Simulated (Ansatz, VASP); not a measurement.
## Sb in VASP and in Ansatz

```xyz
4
Lattice="3.0617 0.0000 0.0000 0.0000 4.3300 0.0000 0.0000 0.0000 23.4949" Properties=species:S:1:pos:R:3 pbc="T T T"
Sb    0.0000    2.1650    8.5000
Sb    0.0000    0.0000   10.6650
Sb    0.0000    2.1650   13.0719
Sb    0.0000    0.0000   14.9818
```

Alike in both runs: functional PBEsol; k mesh 9 × 7 × 1; occupations gaussian, width 0.1 eV; no spin polarisation.

Ansatz relaxed the structure, and its values are those at the end. VASP's run is a single point on that final structure, the one shown.

|  | VASP | Ansatz |
| --- | --- | --- |
| version | VASP 6.6.1 | Ansatz 0.2.0 |
| potentials or method | VASP PAW PBE potentials, release 64 (Sb) | scalar-relativistic, plane waves, PAW |
| plane-wave cutoff (eV) | 520 | 420 |
| valence electrons in the cell | 20 | 60 |

|  | VASP | Ansatz | Ansatz less VASP |
| --- | --- | --- | --- |
| gap on the k mesh at the Fermi level (eV) | none | none | - |
| rms of the force components (eV/Å) | 0.438 | 0.447 | +0.0088 |
| work function, face that differs most (eV) | 4.29 | 4.28 | -0.008 |

A gap of «none» marks a metal or a gap that the smearing closes. The two sets of potentials don't hold the same shells in valence.

Caveats: the PAW data sets were made with another functional, which shifts forces and pressure a little (VASP). The runs have no spin-orbit coupling, so splittings on Sb are missing.
